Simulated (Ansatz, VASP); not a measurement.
# Two plane-wave programs on Pd

File INCAR:

```
SYSTEM = Pd
PREC = Accurate
ENCUT = 520
EDIFF = 1E-6
ISMEAR = 0
SIGMA = 0.15
LREAL = .FALSE.
LASPH = .TRUE.
NELM = 100
ALGO = Normal
ISIF = 2
LWAVE = .FALSE.
LCHARG = .TRUE.
GGA = PE
LELF = .TRUE.
LVHAR = .TRUE.
NBANDS = 11
```

The input KPOINTS:

```
regular mesh
0
G
  20 20 20
  0 0 0
```

File POSCAR:

```
Pd
1.0
    0.0000000000      1.8476550000      1.9935225000
    1.8476550000      0.0000000000      1.9935225000
    1.8476550000      1.8476550000      0.0000000000
Pd
1
Direct
    0.0000000000      0.0000000000      0.0000000000
```

Input for Ansatz:

```yaml
crystal:
  lattice:
    - [0.0, 1.847655, 1.9935225]
    - [1.847655, 0.0, 1.9935225]
    - [1.847655, 1.847655, 0.0]
  atoms:
    - { symbol: Pd, position: [0.0, 0.0, 0.0] }
basis:
  ecutwfc: 420
kpoints:
  mp_grid: { grid: [20, 20, 20] }
hamiltonian:
  xc: pbe
scf:
  occupations: { method: gaussian, width: 0.15 }
output:
  forces: true
  stress: true
  eigenvalues: true
  write_density: true
  write_potential: true
  elf: true
  volumetric_format: npy
```

Change from the starting cell: strain -0.050 along x and y, +0.025 along z, atoms carried along.

Alike in both runs: task single point; functional PBE; k mesh 20 × 20 × 20; occupations gaussian, width 0.15 eV; no spin polarisation.

|  | VASP | Ansatz |
| --- | --- | --- |
| version | VASP 6.6.1 | Ansatz 0.2.0 |
| potentials or method | VASP PAW PBE potentials, release 64 (Pd) | scalar-relativistic, plane waves, PAW |
| plane-wave cutoff (eV) | 520 | 420 |
| valence electrons in the cell | 10 | 18 |

|  | VASP | Ansatz | Ansatz less VASP |
| --- | --- | --- | --- |
| gap on the k mesh at the Fermi level (eV) | none | none | - |
| pressure (GPa) | 27.7 | 28.2 | +0.51 |
| largest component of the traceless stress (GPa) | 5.11 | 5.20 | +0.090 |

A gap of «none» marks a metal or a gap that the smearing closes. The two sets of potentials don't hold the same shells in valence.

Caveats: so large a pressure means that the cell lies far from this level's equilibrium, or that cutoff or potentials fall short (VASP).
